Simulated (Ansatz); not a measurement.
Crystal: ZrS2.

```
Zr S
1.0
     3.69138    0.00000    0.00000
    -1.84569    3.19683    0.00000
     0.00000    0.00000    6.04108
Zr S
1 2
Direct
  0.00000 0.00000 0.00000
  0.33333 0.66667 0.23791
  0.66667 0.33333 0.76209
```

The cell is a database's computed one.

A run of Ansatz 0.2.0 on this cell left the log below. Logs are shortened: lines on timing, memory, paths and dates and some standing lists are left out, and cuts for length are marked.

```text
Warning: RAYON_NUM_THREADS=2 ignored (pool sized by the plan → 2); use --threads N
Engine: ansatz 0.2.0, x86_64-unknown-linux-gnu
Pseudopotentials: kind: paw
Pseudopotential: Zr, paw, valence charge 12, recommended cutoff 420 eV (normal), Zr.paw.azcp
Pseudopotential: S, paw, valence charge 6, recommended cutoff 420 eV (normal), S.paw.azcp
Functional definition: PBE
  parameter kappa = 0.804
  parameter beta = 0.06672455060314922
  exchange = pbe_x(kappa = kappa, mu = beta*pi^2/3)
  correlation = pbe_c(beta = beta)
Crystal: 3 atoms, lattice volume = 71.289 Å³
Basis set: ecut = 420 eV, 1389 PW (Γ), exchange–correlation on 50×50×90 points (8 copies of the dense FFT grid, shifted against one another)
Bands: 16, of which v1, the nominal top of the filled ones, is band 12 counted from 1 (11 counted from 0)
Symmetry: 12 space group operations
Space group: P-3m1 (ITA 164), of the structure as read, at distance tolerance 4.1e-5 Å
k-points: 40 of 320
Non-local potential: Zr, projectors of the file, l = 0: 3, l = 1: 2, l = 2: 2, l = 3: 2
Non-local potential: S, projectors of the file, l = 0: 2, l = 1: 2, l = 2: 2
PAW form: soft (Blöchl's): semilocal exchange-correlation on the pseudo side does not see the compensation charge
PAW one-centre angular grid: Zr, 590 points (default); XC on 64 Gauss nodes
PAW one-centre angular grid: S, 110 points (default); XC on 64 Gauss nodes
Initial density: superposition of atomic densities (neutral atoms: chi_scale 0, normalization atom), corrected by the library's trained network
Initial wavefunctions: pseudopotential atomic-orbital guess
Functional: x = pbe(κ = 0.804, μ = 0.2195149727645171), c = pbe(β = 0.06672455060314922)
SCF iter   1: F=—  HF=-5992.636552 eV  |F-HF|=—  |Δ(HF+E_count)|=         —  Δρ=1.25e-3  dr2=1.72e-3  ethr=1.77e-3  ⟨swp⟩=6.0  Hψ=3595  notcnv=0
preconditioner: auto → Resta (q_TF=auto, 2.276 Å⁻¹)  ε∞=6.2  [insulator: Δε(μ)=1.048 eV  Ē_g=7.720 eV  σ=0.025 eV  W_gap=1.00  n_scr=22 (ndim 8)  ℏωp=17.6 eV  f_vac=0.029  D(μ)=0.00/eV (n_scr^D=0)  ε∞_Penn≈6.2]
SCF iter   2: F=—  HF=-5992.635869 eV  |F-HF|=—  |Δ(HF+E_count)|=   6.83e-4  Δρ=6.54e-4  dr2=3.45e-4  ethr=7.16e-6  ⟨swp⟩=2.1  Hψ=1369  notcnv=0
SCF iter   3: F=—  HF=-5992.636078 eV  |F-HF|=—  |Δ(HF+E_count)|=   2.09e-4  Δρ=1.71e-4  dr2=2.23e-5  ethr=1.44e-6  ⟨swp⟩=2.0  Hψ=884  notcnv=0
SCF iter   4: F=—  HF=-5992.636094 eV  |F-HF|=—  |Δ(HF+E_count)|=   1.65e-5  Δρ=5.63e-5  dr2=3.33e-6  ethr=9.28e-8  ⟨swp⟩=2.0  Hψ=850  notcnv=0
SCF iter   5: F=—  HF=-5992.636097 eV  |F-HF|=—  |Δ(HF+E_count)|=   2.96e-6  Δρ=1.28e-5  dr2=2.31e-7  ethr=1.39e-8  ⟨swp⟩=2.0  Hψ=930  notcnv=0
SCF iter   6: F=-5992.636097 eV  HF=-5992.636097 eV  |F-HF|=1.09e-8  |Δ(HF+E_count)|=   1.88e-7  Δρ=5.16e-6  dr2=4.17e-8  ethr=4.17e-10  ⟨swp⟩=5.4  Hψ=2384  notcnv=0
SCF 1 converged in 6 iterations: F = -5992.636097 eV  dr2 = 4.17e-8
  greatest PAW one-centre occupation: 0.995 electrons in one spin orbital (limit 2), on the Zr atom at site 0 (counted from 0), in its partial waves of l = 0
SCF converged after 6 iterations
Free energy (F): -5992.636097 eV
Harris-Foulkes:  -5992.636097 eV  (|F-HF|=1.09e-8)
Internal energy: -5992.636097 eV  (E = F + TS)
E sigma→0 (E₀):  -5992.636097 eV
Fermi energy:    6.959585 eV
--- Per-component energies (eV) ---
  E_band       = -178.973444
  E_kinetic    = 546.022457
  E_local      = -1385.225154  (includes V_loc(G=0)·N_el)
  E_nonlocal   = 134.534345
  E_hartree    = 490.742008
  E_xc         = -356.634914
  E_vxc        = -366.637096  (∫ρ·V_xc dr)
  E_paw        = -4153.791586  (= ΣΔE_a)
  E_vpaw       = -89.156730  (= ΣTr[D̂ρ^β])
  E_aug_tail   = 0.000027  (compensation charges beyond the density's cutoff)
  E_ewald      = -1268.283280
  E_smearing   = -0.000000  (= −TS)
  E_closure    = 0.000000  (closes the sum)
  Σ components = -5992.636097   (vs F -5992.636097, Δ=0.00e0)
--- Forces (eV/Å), atoms counted from 1 ---
  atom   1  Zr     0.00000000     0.00000000     0.00000000
  atom   2  S     -0.00000000    -0.00000000     0.04448555
  atom   3  S     -0.00000000     0.00000000    -0.04448555
  max |Σ_I F_I| component: 2.78e-17 eV/Å
--- Stress (GPa, compression-positive) ---
        0.130901       0.000000       0.000000
        0.000000       0.130901       0.000000
        0.000000       0.000000       1.191280
  P = ⅓ Tr σ = 0.4844 GPa (4.844 kbar)
--- Band table (eV; the first three rows and the last of 40) ---
  k-point 0: bands = ["-42.5474", "-20.6050", "-20.4585", "-20.4585", "-6.1384", "-4.7425", "2.2344", "3.6625", "3.6625", "6.3427", "6.3427", "6.3847", "8.0216", "8.0216", "8.8655", "11.4339"]
  k-point 1: bands = ["-42.5474", "-20.6052", "-20.4585", "-20.4585", "-6.0830", "-4.8328", "2.4729", "3.6718", "3.6718", "5.8786", "6.3088", "6.3088", "8.0128", "8.0128", "9.0227", "11.5290"]
  k-point 2: bands = ["-42.5474", "-20.6054", "-20.4585", "-20.4585", "-5.9745", "-4.9957", "2.9959", "3.6871", "3.6871", "5.0357", "6.2548", "6.2548", "7.9984", "7.9984", "9.1657", "11.6910"]
  k-point 39: bands = ["-42.5282", "-20.6581", "-20.5904", "-20.5455", "-5.0063", "-4.8233", "2.7488", "3.0977", "3.7452", "4.3885", "4.6039", "5.0112", "8.5280", "9.4025", "9.5502", "11.5074"]
```

What input gives this log?

Single point with PBE, no spin polarisation. The files as run (others can give the same):

input.yaml
```yaml
crystal:
  lattice:
    - [3.6913825498, 0.0, 0.0]
    - [-1.8456912749, 3.1968310632, 0.0]
    - [0.0, 0.0, 6.04107701]
  atoms:
    - { symbol: Zr, position: [0.0, 0.0, 0.0] }
    - { symbol: S, position: [0.3333333333, 0.6666666667, 0.23790997] }
    - { symbol: S, position: [0.6666666667, 0.3333333333, 0.76209003] }
hamiltonian:
  xc: pbe
  pseudopotentials: { kind: paw }
kpoints:
  mp_grid: { grid: [8, 8, 5] }
scf:
  occupations: { method: gaussian, width: 0.025 }
output:
  forces: true
  stress: true
  eigenvalues: true
```

Potentials or basis: Ansatz PAW.
Command:
```sh
$ ansatz run input.yaml --threads 2 --pin off --max-ram 5632MiB --backend cpu --events-out ev --progress --plain --runs-dir out
```

Caveat: odd divisions of the mesh miss points on the zone boundary, where band edges often lie, so the gap on the mesh can be too wide; this functional lacks dispersion, which binds the layers, so the pressure and a relaxed spacing across them are unreliable.
